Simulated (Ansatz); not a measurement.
# Kick test of a cell of Be

The cell was found from a structure generator's guess, not taken from experiment.

Computed with Ansatz, DFT PBE, scalar-relativistic, plane waves, PAW. Cutoff 420 eV; k points 24×24×26 on the computed 1-atom cell (Γ-centred); Gaussian smearing, width 0.10 eV; no spin polarisation.

The cell below (1 atom, space group P4/mmm (No. 123)) is relaxed within its symmetry.

```
CELL_PARAMETERS angstrom
2.23274 0.00000 0.00000
0.00000 2.23274 0.00000
0.00000 0.00000 2.06565
ATOMIC_POSITIONS crystal
Be 0.50000 0.50000 0.00000
```

For the test a repeat of it with 8 atoms (edges 4.13, 4.47, 4.47 Å) was strained at random (σ = 1.5 % a component), the atoms were moved at random (σ = 0.05 Å), and all was relaxed again on a coarse 6×6×6 mesh (in the run’s order of axes) with 0.20 eV smearing, with no symmetry imposed.

Question: Is the structure stable against such a distortion?

Answer: It doesn't return. The energy falls by 964 meV/atom on that mesh, the volume changes by -20.4 %, and the end has space group R-3c (No. 167) at a loose tolerance. Relaxed again on a 9×9×9 mesh with 0.10 eV smearing, the new structure lies 960 meV/atom below the first (mesh in the axes of the run's cell; the cell below is made exact in the group named). Space group R32 (No. 155), trigonal, a = 5.999 Å, c = 6.310 Å. Be on a site of symmetry 2 has 6 Be at 2.12–2.15 Å and 6 Be at 2.32–2.41 Å; Be on a second site of symmetry 2 is surrounded by 6 Be at 2.12–2.15 Å and 6 Be at 2.32–2.43 Å; Be on a site of symmetry 3 is surrounded by 6 Be at 2.15 Å and 6 Be at 2.41–2.43 Å.

```cif
data_structure
_symmetry_space_group_name_H-M 'R32:H'
_symmetry_Int_Tables_number 155
_cell_length_a 5.9990
_cell_length_b 5.9990
_cell_length_c 6.3095
_cell_angle_alpha 90.000
_cell_angle_beta 90.000
_cell_angle_gamma 120.000
_cell_volume 196.65
loop_
_atom_site_label
_atom_site_type_symbol
_atom_site_symmetry_multiplicity
_atom_site_Wyckoff_symbol
_atom_site_fract_x
_atom_site_fract_y
_atom_site_fract_z
_atom_site_occupancy
Be1 Be 9 e 0.30747 0.00000 0.50000 1
Be2 Be 9 d 0.36233 0.33333 0.33333 1
Be3 Be 6 c 0.00000 0.00000 0.25400 1
```
